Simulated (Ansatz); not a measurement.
Varying the input for Hg

The reference input for Ansatz (plane-wave DFT with PAW):

```yaml
crystal:
  lattice:
    - [0.0, 2.3919113801, 2.3919113801]
    - [2.3919113801, 0.0, 2.3919113801]
    - [2.3919113801, 2.3919113801, 0.0]
  atoms:
    - { symbol: Hg, position: [0.0, 0.0, 0.0] }
basis:
  ecutwfc: 420
kpoints:
  mp_grid: { grid: [8, 8, 8] }
hamiltonian:
  xc: pbe
scf:
  occupations: { method: gaussian, width: 0.1 }
output:
  forces: true
  stress: true
  eigenvalues: true
```

Command:

```bash
ansatz run input.yaml --threads 1 --pin off --max-ram 1331MiB --backend cpu --events-out ev --progress --plain --runs-dir out
```

The run converges in 6 SCF iterations on 29 irreducible k-points: pressure 1.78 GPa, no gap.

Settings here are deliberately varied, not converged. Each trial's input is given as a difference from the reference's; energies are extrapolated to zero smearing where there is one, and pressure is positive in compression.

Trial 1 (volume scaled):

```diff
 crystal:
   lattice:
-    - [0.0, 2.3919113801, 2.3919113801]
-    - [2.3919113801, 0.0, 2.3919113801]
-    - [2.3919113801, 2.3919113801, 0.0]
+    - [0.0, 2.5697190662, 2.5697190662]
+    - [2.5697190662, 0.0, 2.5697190662]
+    - [2.5697190662, 2.5697190662, 0.0]
 kpoints:
-  mp_grid: { grid: [8, 8, 8] }
+  mp_grid: { grid: [1, 2, 4] }
+  band_path: { path: [[0, 0, 0], [0.5, 0, 0], [0.5, 0.5, 0.5]], npoints: 4 }
 scf:
-  occupations: { method: gaussian, width: 0.1 }
+  occupations: { method: gaussian, width: 0.52 }
+  mixing: { algorithm: msr1, ndim: 2, preconditioner: kerker_dos }
+  max_iter: 68
+magnetization:
+  noncollinear: true
+  spin_orbit: true
```

The run converges in 8 SCF iterations on 6 irreducible k-points: pressure -4.83 GPa. It warns that the mesh lowers the symmetry.

Trial 2:

```diff
 crystal:
   atoms:
-    - { symbol: Hg, position: [0.0, 0.0, 0.0] }
+    - { symbol: Hg, position: [0.0, 0.0, 0.0], spin: 3.0 }
 scf:
+  lower_state_search: "off"
+  max_iter: 40
 output:
+  populations: true
+magnetization:
+  spin_polarized: true
+  magnetic_field: 100
```

The run converges in 16 SCF iterations on 29 irreducible k-points: pressure 1.78 GPa, no gap, cell moment 0.00 μB (in the typed magnetic field). It warns that the starting moments were lost.